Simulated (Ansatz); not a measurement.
# Cu (I4/mmm) in Ansatz: a series of runs

One crystal, Cu, is run at these levels: LDA; tasks: single point, equation of state.

Everything below comes from runs of Ansatz 0.2.0. Logs are shortened: lines on timing, memory, paths and dates and some standing lists are left out, and cuts for length are marked.

### Step 1. Starting point

Symmetry: I4/mmm, No. 139, tetragonal system. The conventional cell has a = 2.886 Å, b = 2.886 Å, c = 2.752 Å, α = 90.00°, β = 90.00°, γ = 90.00°. Cu (site symmetry 4/mmm) is surrounded by 10 Cu at 2.46 to 2.75 Å.

This isn't the form of Cu at room conditions, which is fcc.

### Step 2. Single point, LDA, 10.77 Å³/atom (volume scaled by 0.94)

input.yaml

```yaml
crystal:
  lattice:
    - [-1.413340294, 1.413340294, 1.3479902729]
    - [1.413340294, -1.413340294, 1.3479902729]
    - [1.413340294, 1.413340294, -1.3479902729]
  atoms:
    - { symbol: Cu, position: [0.0, 0.0, 0.0] }
hamiltonian:
  xc: lda
  pseudopotentials: { kind: paw }
kpoints:
  mp_grid: { grid: [13, 13, 13] }
scf:
  occupations: { method: fermi_dirac, width: 0.05 }
output:
  forces: true
  stress: true
  eigenvalues: true
```

Potentials or basis: Ansatz PAW.

Launch:

```
ansatz run input.yaml --threads 2 --pin off --max-ram 5632MiB --backend cpu --events-out ev --progress --plain --runs-dir out
```

Output:

```text
Warning: RAYON_NUM_THREADS=2 ignored (pool sized by the plan → 2); use --threads N
Engine: ansatz 0.2.0, aarch64-unknown-linux-gnu
Pseudopotentials: kind: paw
Pseudopotential: Cu, paw, valence charge 19, recommended cutoff 420 eV (normal), Cu.paw.azcp
Functional definition: SPW92
  exchange = slater_x
  correlation = pw_c
Crystal: 1 atoms, lattice volume = 10.771 Å³
Basis set: ecut = 420 eV, 201 PW (Γ)
Bands: 14, of which v1, the nominal top of the filled ones, is band 10 counted from 1 (9 counted from 0)
Symmetry: 16 space group operations
Space group: I4/mmm (ITA 139), of the structure as read, at distance tolerance 2.2e-5 Å
k-points: 196 of 2197
Non-local potential: Cu, projectors of the file, l = 0: 3, l = 1: 2, l = 2: 3, l = 3: 1
PAW form: soft (Blöchl's): semilocal exchange-correlation on the pseudo side does not see the compensation charge
PAW frozen core: Cu, regenerated for the run's functional, and the local potential with it (the file was generated under x = pbe(κ = 0.804, μ = 0.2195149727645171), c = pbe(β = 0.06672455060314922))
PAW one-centre angular grid: Cu, 590 points (default); XC on 64 Gauss nodes
Initial density: superposition of atomic densities (neutral atoms: chi_scale 0, normalization atom), corrected by the library's trained network
Initial wavefunctions: pseudopotential atomic-orbital guess
Functional: x = slater, c = lda
SCF iter   1: F=—  HF=-6555.691905 eV  |F-HF|=—  |Δ(HF+E_count)|=         —  Δρ=2.33e-2  dr2=2.53e-2  ethr=1.77e-3  ⟨swp⟩=5.3  Hψ=13976  notcnv=0
preconditioner: auto → none  [metal: Δε(μ)=0.085 eV  Ē_g=18.252 eV  σ=0.050 eV  W_gap=0.38  n_scr=0 (ndim 8)  ℏωp=37.5 eV  f_vac=0.000  D(μ)=0.29/eV (n_scr^D=0)]
SCF iter   2: F=—  HF=-6555.685040 eV  |F-HF|=—  |Δ(HF+E_count)|=   6.87e-3  Δρ=2.17e-3  dr2=3.85e-4  ethr=1.33e-4  ⟨swp⟩=2.8  Hψ=6117  notcnv=0  defer=59
SCF iter   3: F=—  HF=-6555.684967 eV  |F-HF|=—  |Δ(HF+E_count)|=   7.22e-5  Δρ=1.55e-3  dr2=6.69e-5  ethr=2.02e-6  ⟨swp⟩=2.1  Hψ=3803  notcnv=0  defer=59
SCF iter   4: F=—  HF=-6555.685001 eV  |F-HF|=—  |Δ(HF+E_count)|=   3.33e-5  Δρ=3.50e-5  dr2=7.11e-8  ethr=3.52e-7  ⟨swp⟩=1.1  Hψ=2815  notcnv=0  defer=59
iter 5 did not close the SCF: its close was put off for the readings that it lacked (scf_convergence_deferred on its scf_iter line)
SCF iter   5: F=-6555.685001 eV  HF=-6555.685001 eV  |F-HF|=1.85e-10  |Δ(HF+E_count)|=   1.15e-7  Δρ=3.99e-6  dr2=2.64e-10  ethr=3.74e-10  ⟨swp⟩=2.2  Hψ=4661  notcnv=0  defer=59
SCF iter   6: F=-6555.685001 eV  HF=-6555.685001 eV  |F-HF|=5.64e-11  |Δ(HF+E_count)|=  2.56e-10  Δρ=3.50e-7  dr2=3.84e-12  ethr=1.39e-12  ⟨swp⟩=2.6  Hψ=8746  notcnv=0
SCF 1 converged in 6 iterations: F = -6555.685001 eV  dr2 = 3.84e-12
SCF converged after 6 iterations
Free energy (F): -6555.685001 eV
Harris-Foulkes:  -6555.685001 eV  (|F-HF|=5.64e-11)
Internal energy: -6555.682628 eV  (E = F + TS)
E sigma→0 (E₀):  -6555.683814 eV
Entropy (-TS):   -0.002373 eV (-2.373 meV/atom)
Fermi energy:    18.355858 eV
--- Per-component energies (eV) ---
  E_band       = -329.495287
  E_kinetic    = 301.776238
  E_local      = -3881.839898  (includes V_loc(G=0)·N_el)
  E_nonlocal   = 393.601742
  E_hartree    = 1712.109743
  E_xc         = -90.001313
  E_vxc        = -116.740399  (∫ρ·V_xc dr)
  E_paw        = -1592.450914  (= ΣΔE_a)
  E_vpaw       = -450.512887  (= ΣTr[D̂ρ^β])
  E_aug_tail   = 0.000280  (compensation charges beyond the density's cutoff)
  E_ewald      = -3399.328166
  E_core_change = 0.449660  (= ΣΔE_core)
  E_smearing   = -0.002373  (= −TS)
  E_closure    = -0.000000  (closes the sum)
  Σ components = -6555.685001   (vs F -6555.685001, Δ=0.00e0)
--- Forces (eV/Å), atoms counted from 1 ---
  atom   1  Cu     0.00000000    -0.00000000    -0.00000000
  max |Σ_I F_I| component: 4.93e-32 eV/Å
--- Stress (GPa, compression-positive) ---
        2.760328       0.000000       0.000000
        0.000000       2.760328       0.000000
        0.000000       0.000000       3.007393
  P = ⅓ Tr σ = 2.8427 GPa (28.427 kbar)
--- Band table (eV; the first three rows and the last of 196) ---
  k-point 0: bands = ["-93.5714", "-51.2973", "-51.2954", "-51.2954", "8.2623", "14.8390", "15.0606", "15.0606", "16.0452", "16.2785", "43.9743", "43.9743", "45.2651", "48.1943"]
  k-point 1: bands = ["-93.5701", "-51.3048", "-51.3003", "-51.2951", "8.4986", "14.8426", "15.0173", "15.1583", "15.9965", "16.2737", "41.3911", "43.7935", "44.7634", "46.4810"]
  k-point 2: bands = ["-93.5663", "-51.3309", "-51.3088", "-51.2944", "9.1892", "14.8367", "14.8983", "15.4361", "15.8959", "16.2622", "37.2441", "42.4673", "43.8383", "44.2883"]
  k-point 195: bands = ["-93.5288", "-51.4213", "-51.4202", "-51.4070", "13.2120", "13.2671", "16.7470", "16.7846", "16.7854", "25.3692", "26.4973", "28.3967", "32.6815", "33.6336"]
```

It took 1.2 s on 2 threads of Arm Neoverse V1, shared host; peak memory 0.28 GiB.

What came out:

```yaml
Free_energy: -6555.6850 eV
Pressure: 2.8 GPa
Band_gap_on_the_k_mesh: none (metal or under the smearing width)
```

Caveat: the PAW data sets come from PBE, with cores solved anew for the run's functional, which leaves a small shift of forces and pressure.

### Step 3. Single point, LDA, 11.00 Å³/atom (volume scaled by 0.96)

input.yaml: that of step 2 with these lines changed.

```diff
@@ -2,5 +2,5 @@
   lattice:
-    - [-1.413340294, 1.413340294, 1.3479902729]
-    - [1.413340294, -1.413340294, 1.3479902729]
-    - [1.413340294, 1.413340294, -1.3479902729]
+    - [-1.4232937226, 1.4232937226, 1.3574834749]
+    - [1.4232937226, -1.4232937226, 1.3574834749]
+    - [1.4232937226, 1.4232937226, -1.3574834749]
   atoms:
```

Potentials or basis: Ansatz PAW.

Launch:

```
ansatz run input.yaml --threads 2 --pin off --max-ram 5632MiB --backend cpu --events-out ev --progress --plain --runs-dir out
```

Wall time 1.2 s (2 threads of Arm Neoverse V1, shared host); peak memory 0.28 GiB.

The run converged. Its results:

| Property | Result |
| --- | --- |
| Free energy | -6555.6861 eV |
| Pressure | -1.2 GPa |
| Band gap on the k mesh | none (metal or under the smearing width) |

Caveat: the PAW data sets come from PBE, with cores solved anew for the run's functional, which leaves a small shift of forces and pressure.

### Step 4. Single point, LDA, 11.23 Å³/atom (volume scaled by 0.98)

input.yaml: that of step 3 with these lines changed.

```diff
@@ -2,5 +2,5 @@
   lattice:
-    - [-1.4232937226, 1.4232937226, 1.3574834749]
-    - [1.4232937226, -1.4232937226, 1.3574834749]
-    - [1.4232937226, 1.4232937226, -1.3574834749]
+    - [-1.4331098516, 1.4331098516, 1.3668457257]
+    - [1.4331098516, -1.4331098516, 1.3668457257]
+    - [1.4331098516, 1.4331098516, -1.3668457257]
   atoms:
```

Launch:

```
ansatz run input.yaml --threads 2 --pin off --max-ram 5632MiB --backend cpu --events-out ev --progress --plain --runs-dir out
```

Run time: 1.2 s. Hardware: 2 threads of Arm Neoverse V1, shared host; peak memory 0.29 GiB.

Results (log left out):

* Free energy: -6555.6819 eV
* Pressure: -4.7 GPa
* Band gap on the k mesh: none (metal or under the smearing width)

Caveat: the PAW data sets come from PBE, with cores solved anew for the run's functional, which leaves a small shift of forces and pressure.

### Step 5. Single point, LDA, 11.46 Å³/atom

input.yaml: that of step 4 with these lines changed.

```diff
@@ -2,5 +2,5 @@
   lattice:
-    - [-1.4331098516, 1.4331098516, 1.3668457257]
-    - [1.4331098516, -1.4331098516, 1.3668457257]
-    - [1.4331098516, 1.4331098516, -1.3668457257]
+    - [-1.44279332, 1.44279332, 1.37608145]
+    - [1.44279332, -1.44279332, 1.37608145]
+    - [1.44279332, 1.44279332, -1.37608145]
   atoms:
```

Launch:

```
ansatz run input.yaml --threads 2 --pin off --max-ram 5632MiB --backend cpu --events-out ev --progress --plain --runs-dir out
```

Run time: 1.2 s. Hardware: 2 threads of Arm Neoverse V1, shared host; peak memory 0.29 GiB.

Results (log left out):

```yaml
Free_energy: -6555.6730 eV
Pressure: -7.8 GPa
Band_gap_on_the_k_mesh: none (metal or under the smearing width)
```

Caveat: the PAW data sets come from PBE, with cores solved anew for the run's functional, which leaves a small shift of forces and pressure.

### Step 6. Single point, LDA, 11.69 Å³/atom (volume scaled by 1.02)

input.yaml

```yaml
crystal:
  lattice:
    - [-1.4523485211, 1.4523485211, 1.3851948378]
    - [1.4523485211, -1.4523485211, 1.3851948378]
    - [1.4523485211, 1.4523485211, -1.3851948378]
  atoms:
    - { symbol: Cu, position: [0.0, 0.0, 0.0] }
hamiltonian:
  xc: lda
  pseudopotentials: { kind: paw }
kpoints:
  mp_grid: { grid: [13, 13, 13] }
scf:
  occupations: { method: fermi_dirac, width: 0.05 }
output:
  forces: true
  stress: true
  eigenvalues: true
  write_density: true
  write_potential: true
  elf: true
  volumetric_format: npy
```

Potentials or basis: Ansatz PAW.

Launch:

```
ansatz run input.yaml --threads 2 --pin off --max-ram 5632MiB --backend cpu --events-out ev --progress --plain --runs-dir out
```

Run time: 1.6 s. Hardware: 2 threads of Arm Neoverse V1, shared host; peak memory 0.29 GiB.

The run converged. Its results:

| Property | Result |
| --- | --- |
| Free energy | -6555.6598 eV |
| Pressure | -10.5 GPa |
| Band gap on the k mesh | none (metal or under the smearing width) |

Caveat: the PAW data sets come from PBE, with cores solved anew for the run's functional, which leaves a small shift of forces and pressure.

### Step 7. Single point, LDA, 11.92 Å³/atom (volume scaled by 1.04)

input.yaml

```yaml
crystal:
  lattice:
    - [-1.4617796199, 1.4617796199, 1.3941898615]
    - [1.4617796199, -1.4617796199, 1.3941898615]
    - [1.4617796199, 1.4617796199, -1.3941898615]
  atoms:
    - { symbol: Cu, position: [0.0, 0.0, 0.0] }
hamiltonian:
  xc: lda
  pseudopotentials: { kind: paw }
kpoints:
  mp_grid: { grid: [13, 13, 13] }
scf:
  occupations: { method: fermi_dirac, width: 0.05 }
output:
  forces: true
  stress: true
  eigenvalues: true
```

Launch:

```
ansatz run input.yaml --threads 2 --pin off --max-ram 5632MiB --backend cpu --events-out ev --progress --plain --runs-dir out
```

Wall time 1.3 s (2 threads of Arm Neoverse V1, shared host); peak memory 0.29 GiB.

The run converged. Its results:

* Free energy: -6555.6430 eV
* Pressure: -12.9 GPa
* Band gap on the k mesh: none (metal or under the smearing width)

Caveat: the PAW data sets come from PBE, with cores solved anew for the run's functional, which leaves a small shift of forces and pressure.

### Step 8. Single point, LDA, 12.15 Å³/atom (volume scaled by 1.06)

input.yaml: that of step 7 with these lines changed.

```diff
@@ -2,5 +2,5 @@
   lattice:
-    - [-1.4617796199, 1.4617796199, 1.3941898615]
-    - [1.4617796199, -1.4617796199, 1.3941898615]
-    - [1.4617796199, 1.4617796199, -1.3941898615]
+    - [-1.4710905692, 1.4710905692, 1.4030702911]
+    - [1.4710905692, -1.4710905692, 1.4030702911]
+    - [1.4710905692, 1.4710905692, -1.4030702911]
   atoms:
```

Launch:

```
ansatz run input.yaml --threads 2 --pin off --max-ram 5632MiB --backend cpu --events-out ev --progress --plain --runs-dir out
```

Run time: 1.3 s. Hardware: 2 threads of Arm Neoverse V1, shared host; peak memory 0.29 GiB.

Results (log left out):

```
Free energy            : -6555.6230 eV
Pressure               : -15.0 GPa
Band gap on the k mesh : none (metal or under the smearing width)
```

Caveat: the PAW data sets come from PBE, with cores solved anew for the run's functional, which leaves a small shift of forces and pressure.

### Step 9. Equation of state, LDA

Potentials or basis: Ansatz PAW.

This step only gathers the single runs of the series.

What came out:

```
Equilibrium volume                        : 10.93 Å³/atom
Bulk modulus at fixed shape and positions : 186 GPa
Pressure derivative of the bulk modulus   : 5.1
```

Energy against volume, from the lowest point:
```
volume (Å³/atom)  energy (meV/atom)
          10.771               1.14
          11.000               0.00
          11.229               4.23
          11.458              13.19
          11.687              26.31
          11.916              43.09
          12.146              63.10
```

Caveat: the cell was scaled at fixed shape and fractional positions, which overstates the stiffness of a crystal with free parameters, most of all of layers and chains.
